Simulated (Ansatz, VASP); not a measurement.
# One calculation of AlN, two programs

File INCAR:

```
SYSTEM = AlN
ALGO = Normal ; EDIFF = 1E-6
ENCUT = 520 ; GGA = PE
ISIF = 2 ; ISMEAR = 0
LASPH = .TRUE. ; LCHARG = .FALSE.
LREAL = .FALSE. ; LWAVE = .FALSE.
NBANDS = 16 ; NELM = 60
PREC = Accurate ; SIGMA = 0.05
```

KPOINTS

```
k-points
0
G
  9 9 6
  0 0 0
```

File POSCAR:

```
AlN
1.0
    3.3949186354      0.0000000000      0.0000000000
   -1.6974593177      2.9400857820      0.0000000000
    0.0000000000      0.0000000000      4.1875630000
Al N
2 2
Direct
    0.3333333333      0.6666666667      0.7500000000
    0.6666666667      0.3333333333      0.2500000000
    0.3333333333      0.6666666667      0.2500000000
    0.6666666667      0.3333333333      0.7500000000
```

Input for Ansatz:

```yaml
crystal:
  lattice:
    - [3.3949186354, 0.0, 0.0]
    - [-1.6974593177, 2.940085782, 0.0]
    - [0.0, 0.0, 4.187563]
  atoms:
    - { symbol: Al, position: [0.3333333333, 0.6666666667, 0.75] }
    - { symbol: Al, position: [0.6666666667, 0.3333333333, 0.25] }
    - { symbol: "N", position: [0.3333333333, 0.6666666667, 0.25] }
    - { symbol: "N", position: [0.6666666667, 0.3333333333, 0.75] }
basis:
  ecutwfc: 420
kpoints:
  mp_grid: { grid: [9, 9, 6] }
hamiltonian:
  xc: pbe
scf:
  occupations: { method: gaussian, width: 0.05 }
output:
  forces: true
  stress: true
  eigenvalues: true
```

Change from the starting cell: strain +0.0250 x Voigt [1, 1, 0, 0, 0, 0], atoms carried along.

Alike in both runs: task single point; functional PBE; k mesh 9 × 9 × 6; occupations gaussian, width 0.05 eV; no spin polarisation.

```csv
,VASP,Ansatz
version,VASP 6.6.1,Ansatz 0.2.0
potentials or method,"VASP PAW PBE potentials, release 64 (Al, N)","scalar-relativistic, plane waves, PAW"
plane-wave cutoff (eV),520,420
valence electrons in the cell,16,16
```

|  | VASP | Ansatz | Ansatz less VASP |
| --- | --- | --- | --- |
| gap on the k mesh at the Fermi level (eV) | 2.98 | 2.97 | -0.008 |
| least direct gap on the mesh (eV) | 2.98 | 2.97 | -0.008 |
| pressure (GPa) | -9.7 | -9.5 | +0.22 |
| largest component of the traceless stress (GPa) | 3.38 | 3.26 | -0.118 |
